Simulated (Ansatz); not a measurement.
# Electron scattering at the Σ5 (210) boundary in fcc Ni with S (substitutional), part 3 of 3

Aim: the relaxed structure and the specific resistance of the Σ5 (210) boundary in fcc Ni with S (substitutional).

Ansatz 0.2.0; Ansatz plane-wave DFT, PBE, PAW files, collinear spin; relaxation of a bicrystal slab with its lowest layers held; PAW set soft_1 (the session's first sound run).

So far. Step 2 (Relaxing the bicrystal): The largest force component on a free atom ends at 0.028 eV/Å, under the tolerance of 0.03, after 8 steps.

## Step 3: Transmission across the boundary (continued)

Level of this step: Ansatz plane-wave DFT, PBE, PAW files, collinear spin; ballistic transport by layer matching (Landauer), zero bias; boundary relaxed in a short slab, bulk layers laid on; PAW set soft_1 (Ansatz).

Transmission over k1 and k2. At 0.0000 eV from the Fermi level, spin down.

Ten even steps from '_' (0.16) to '@' (2.56):
```
==++++%%****%%++++==++++++**%%%%**++++++
******%%%%%%********++******%%******++**
**%%%%@@@@%%%%****++++****++++****++++**
%%@@@@@@@@@@%%##**==++++======++++==**##
####****####++++----::::....::::----++++
==##@@##==++++==::....______....::==++++
**@@@@**--++++--..____________..--++++--
@@@@@@**==++--..::----==----::..--++==**
%%%%%%****++..================..++****%%
%%%%##****--==================--****##%%
%%%%****++..================..++****%%%%
@@**==++--..::----==----::..--++==**@@@@
**--++++--..____________..--++++--**@@@@
==++++==::....______....::==++++==##@@##
##++++----::::....::::----++++####****##
%%##**==++++======++++==**##%%@@@@@@@@@@
****++++****++++****++++****%%%%@@@@%%%%
****++******%%******++********%%%%%%****
==++++++**%%%%**++++++==++++%%****%%++++
--==::**%%%%%%**::==--==::**%%%%%%**::==
```
Columns: k1 (b1) from -0.5 to 0.45; rows upwards: k2 (b2) from -0.5 to 0.45.

Open channels over k1 and k2. At 0.0000 eV from the Fermi level, spin down.

Values, 12 rows by 16 columns, each cell a mean:
```
5.00 5.00 5.60 5.52 5.44 5.36 5.00 5.32 5.48 5.00 5.00 5.80 5.48 5.00 5.00 5.80
5.80 5.80 5.92 6.00 5.96 5.80 5.44 5.04 5.00 4.92 4.44 4.36 5.00 4.92 5.04 5.36
5.40 5.16 4.80 5.28 5.52 5.76 5.04 4.16 3.80 3.40 2.80 3.28 3.92 4.24 4.84 5.88
4.92 5.64 5.64 4.28 4.00 3.84 3.24 3.00 2.80 2.00 2.24 2.88 3.00 3.40 4.00 4.00
7.12 7.36 6.04 4.28 3.84 3.20 3.68 4.00 4.40 4.64 3.92 3.84 3.04 3.52 4.24 5.20
8.00 8.00 6.44 4.28 4.04 4.36 4.84 5.00 5.88 5.24 5.00 4.68 3.68 4.24 6.16 7.84
7.44 6.16 4.48 3.68 3.20 4.24 4.60 5.72 5.08 4.60 4.00 3.12 4.00 4.64 6.80 7.92
5.48 4.12 4.00 3.20 3.04 3.12 2.64 2.72 3.20 3.20 3.20 3.68 4.00 4.64 5.96 6.20
4.72 4.96 4.24 3.68 3.00 2.60 2.00 2.48 3.12 3.60 4.20 5.08 4.60 4.52 4.64 4.96
5.92 5.60 4.88 4.88 4.80 4.00 4.24 4.88 4.88 4.88 5.84 6.00 6.00 6.00 6.00 6.00
5.32 5.48 5.00 5.00 5.28 5.28 4.92 5.00 5.28 5.36 5.12 5.36 5.80 5.88 5.52 5.20
5.56 5.00 4.76 5.48 6.00 5.60 4.64 4.88 5.80 4.76 4.76 5.80 5.60 5.52 4.80 4.88
```
Columns: k1 (b1) from -0.5 to 0.45; rows upwards: k2 (b2) from -0.5 to 0.45.

Spin density in the cb plane at fractional x = 0.000, with atoms of Ni and S within 0.2 Å of it.

Ten even steps from '0' (0.0 e/Å³) to '9' (2.1 e/Å³), each cell a mean:
```
04410000000000000000000000000000000000000144
00000000000000000000000000000000000000000000
00000000000000000000000000000000000000000000
00000000000153000000000000000003510000000000
00000000000295000000000000000005920000000000
00000000000011000000000000000001100000000000
00000000000000000000000000000000000000000000
01100000000000000000000000000000000000000011
18810000000000000000000000000000000000000188
```
Columns run along c (16.0 Å, from fractional 0.37 to 0.69 of the cell), rows up along b (3.5 Å). Atoms in or near the plane, at fractional coordinates: Ni at (0.38, 0.00), Ni at (0.46, 0.50), S at (0.53, 0.01), Ni at (0.60, 0.50), Ni at (0.68, 0.00).

Valence density in the cb plane at fractional x = 0.000, with atoms of Ni and S within 0.2 Å of it. It is the smooth field of the valence electrons, not physical close to the nuclei.

Ten steps, logarithmic in the rise over the least value, from '0' (0 e/Å³) to '9' (47 e/Å³), each cell a mean:
```
48851001110000001101221221011000000111001588
13310000000000000000122210000000000000000133
00000000000233100000011100000013320000000000
00000111002587300011100011100037862001110000
00000121002798410012100012100148972001110000
00000010001465200011000001100025641000100000
01100000000111000000111110000001110000000011
36630000100000000101122210010000000010000366
59961001210000001111210121111000000121001699
```
Columns run along c (16.0 Å, from fractional 0.37 to 0.69 of the cell), rows up along b (3.5 Å). Atoms in or near the plane, at fractional coordinates: Ni at (0.38, 0.00), Ni at (0.46, 0.50), S at (0.53, 0.01), Ni at (0.60, 0.50), Ni at (0.68, 0.00).

Electrostatic potential energy in the cb plane at fractional x = 0.000, with atoms of Ni and S within 0.2 Å of it. With pseudopotentials it is smooth inside the atoms' cores, unlike the true potential.

Ten even steps from '0' (-13 eV) to '9' (18 eV), each cell a mean:
```
17725985358999975477200027755799998535885277
41148988788888988888621268888898888878898411
88888878897312589877777777789852137988788888
99998536884285279743688863478725834886458999
99997325883498278732588852368718943885247999
99998657885132389865788875689832315887678999
75578888888645898888754578888985468888888755
23327987578999987677400048767899998756897233
29935884248999974367100017634799998424885399
```
Columns run along c (16.0 Å, from fractional 0.37 to 0.69 of the cell; values clipped at the 3rd and 97th percentile), rows up along b (3.5 Å). Atoms in or near the plane, at fractional coordinates: Ni at (0.38, 0.00), Ni at (0.46, 0.50), S at (0.53, 0.01), Ni at (0.60, 0.50), Ni at (0.68, 0.00).

Nearest the Fermi level spin up passes 0.865 of 1.82 channels of the lower lead and spin down 1.47 of 4.79.

## Step 4: Specific resistance

This step: Ansatz plane-wave DFT, PBE, PAW files, collinear spin; ballistic transport by layer matching (Landauer), zero bias; specific resistance of the boundary; PAW set soft_1 (Ansatz 0.2.0).

Numbers from this step:

```
area resistance                      : 0.9496 fΩ m²
T over the leads' mean channel count : 0.3550
spin asymmetry γ                     : -0.1112 (R down - R up) / (R down + R up)
```

Averaged over the energies near the Fermi level, 35.5 % of the channels pass, which makes 0.950 fΩ m².

By hand, with means over the energies near the Fermi level: RA per spin = A (h/e²)(1/T − ½[1/N₁ + 1/N₂]); spin up: 13.88×10⁻²⁰ m² × 25 813 Ω × (1/0.8674 − ½[1/1.796 + 1/1.796]) = 2.14 fΩ m²; spin down: 13.88×10⁻²⁰ m² × 25 813 Ω × (1/1.454 − ½[1/4.740 + 1/4.744]) = 1.71 fΩ m². The spins conduct in parallel, so 1/RA = 1/2.14 + 1/1.71 and RA = 0.950 fΩ m²; γ = (1.71 − 2.14)/(1.71 + 2.14) = -0.11.

## Step 5: What came out

* specific resistance of the boundary: 0.950 fΩ m²
* share of channels that pass: 0.355

What this shows: The boundary has a specific resistance of 0.95 fΩ m². The boundary reflects 64 % of the channels; 0.95 fΩ m² is 9.5×10⁻¹² Ω·cm². That equals the resistance of 13 nm of bulk Ni at 300 K (measured 7.2 µΩ cm, CRC Handbook of Chemistry and Physics, 84th ed., 2003, Electrical Resistivity of Pure Metals). One S in 13.9 Å² of boundary is a high coverage. Each plane of this narrow cell holds one atom, so the solute fills a whole plane. One starting structure was relaxed; another shift or atom count at the boundary may lie lower. One magnetic start was tried, and the two spins conduct in parallel without mixing.

[Logs are printed without paths, hosts, clocks, repeated set-up lines and the standing remarks that a program may print on its own settings, such as how far it seeks lower states.]

[Hosts, paths, dates, database ids (printed as entryN), source tags and the programs' standing remarks are cut or masked in the printed files.]
